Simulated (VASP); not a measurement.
Set up this calculation in VASP 6.6.1, as the native input.

| Item | Value |
| --- | --- |
| Task | relaxation of cell and atoms |
| Functional | LDA |
| Potentials or basis | VASP PAW LDA potentials, release 64 (Sn_d, O) |
| Cutoff | 600 eV |
| k mesh | 6 × 6 × 8 |
| Occupations | gaussian, width 0.03 eV |
| Spin | no spin polarisation |
| Further INCAR settings | ALGO = Normal; EDIFF = 1e-07; IBRION = 2; EDIFFG = -0.005; NSW = 90; ISIF = 3 |

The structure of SnO2 (Cassiterite) lies in POSCAR:

```
SnO2                                    
1.0
    4.7278691949     -0.0000000000      0.0000000000
    0.0000000000      4.7278691949      0.0000000000
    0.0000000000      0.0000000000      3.1951732556
  Sn              O             
     2     4
Direct
     0.0000000000000000    0.0000000000000000    0.0000000000000000
     0.5000000000000000    0.5000000000000000    0.5000000000000000
     0.3059917598045841    0.3059917598045841    0.0000000000000000
     0.1940082401954160    0.8059917598045840    0.5000000000000000
     0.6940082401954160    0.6940082401954160    0.0000000000000000
     0.8059917598045840    0.1940082401954160    0.5000000000000000
```

These files were run (other wordings do the same):

INCAR

```
SYSTEM = SnO2
PREC = Accurate
ENCUT = 600
EDIFF = 1E-7
ISMEAR = 0
SIGMA = 0.03
LREAL = .FALSE.
LASPH = .TRUE.
NELM = 80
ALGO = Normal
ISIF = 3
LWAVE = .FALSE.
LCHARG = .FALSE.
GGA = CA
IBRION = 2
NSW = 90
EDIFFG = -0.005
KPAR = 2
```

KPOINTS

```
Automatic mesh
0
G
  6 6 8
  0 0 0
```

Potentials or basis: VASP PAW LDA potentials, release 64 (Sn_d, O).

Launch:

```sh
$ cat potpaw_LDA.64/Sn_d/POTCAR potpaw_LDA.64/O/POTCAR > POTCAR
$ mpirun -np 2 vasp_std > vasp.out
```

It gave:

```yaml
Energy_gained_by_relaxing: 0.0 meV/atom
Ionic_steps: 2
Pressure_after_relaxing: 0.0 GPa
Band_gap_on_the_k_mesh: 1.15 eV, direct
```

Caveat: spin-orbit coupling is left out, which moves the levels of the heavy elements.

Run time: 110 s on 2 MPI ranks on Intel(R) Xeon(R) Platinum 8488C (Sapphire Rapids), on a shared host, peak memory 0.24 GiB a rank.
